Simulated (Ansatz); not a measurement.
## How far is PAW off for Cs?

```xyz
1
Lattice="-3.0225 3.0225 3.0225 3.0225 -3.0225 3.0225 3.0225 3.0225 -3.0225" Properties=species:S:1:pos:R:3 pbc="T T T"
Cs    0.0000    0.0000    0.0000
```

Conventional cell: a = 6.045 Å, b = 6.045 Å, c = 6.045 Å, α = 90.00°, β = 90.00°, γ = 90.00°.

The structure is an experimental refinement, used without relaxation.

Spin–orbit coupling is left out, though it moves levels of the heavy atoms by tenths of an eV or more.

All numbers are computed: DFT, PBE, PAW with Ansatz's default frozen-core files, scalar-relativistic (Ansatz 0.2.0); DFT, PBE, all-electron PAW with datasets made for the crystal, scalar-relativistic (Ansatz 0.2.0); DFT, PBE, all-electron LAPW, scalar-relativistic (Ansatz 0.2.0).

For PAW: a Γ-centred 9×9×9 k mesh, Fermi–Dirac smearing of 0.05 eV, cutoff 420 eV, no spin polarisation. The crystal-made all-electron datasets (AE datasets) take a cutoff of 160 eV at this cell. LAPW targets a basis error of 1 meV/atom. The Ansatz runs share mesh, smearing and spin set-up. Plane-wave (PAW) pressures include the program's estimate of the Pulay term.

Stress and pressure are positive in compression.

Levels count from the Fermi level.

```json
{"quantity": "pressure (GPa)", "PAW": "0.12", "AE datasets": "0.12", "LAPW": "0.12"}
{"quantity": "highest filled level at N (eV)", "PAW": "-10.573", "AE datasets": "-10.574", "LAPW": "-10.574"}
{"quantity": "lowest empty level at N (eV)", "PAW": "0.018", "AE datasets": "0.017", "LAPW": "0.018"}
{"quantity": "highest filled level at P (eV)", "PAW": "-10.650", "AE datasets": "-10.651", "LAPW": "-10.651"}
{"quantity": "lowest empty level at P (eV)", "PAW": "0.999", "AE datasets": "0.999", "LAPW": "0.999"}
{"quantity": "highest filled level at Γ (eV)", "PAW": "-1.721", "AE datasets": "-1.721", "LAPW": "-1.721"}
{"quantity": "lowest empty level at Γ (eV)", "PAW": "2.514", "AE datasets": "2.514", "LAPW": "2.514"}
```

PAW's pressure differs from the LAPW value by about 0.01 GPa or less. Datasets made for the crystal and LAPW share parts of one code, so their agreement isn't an independent check.
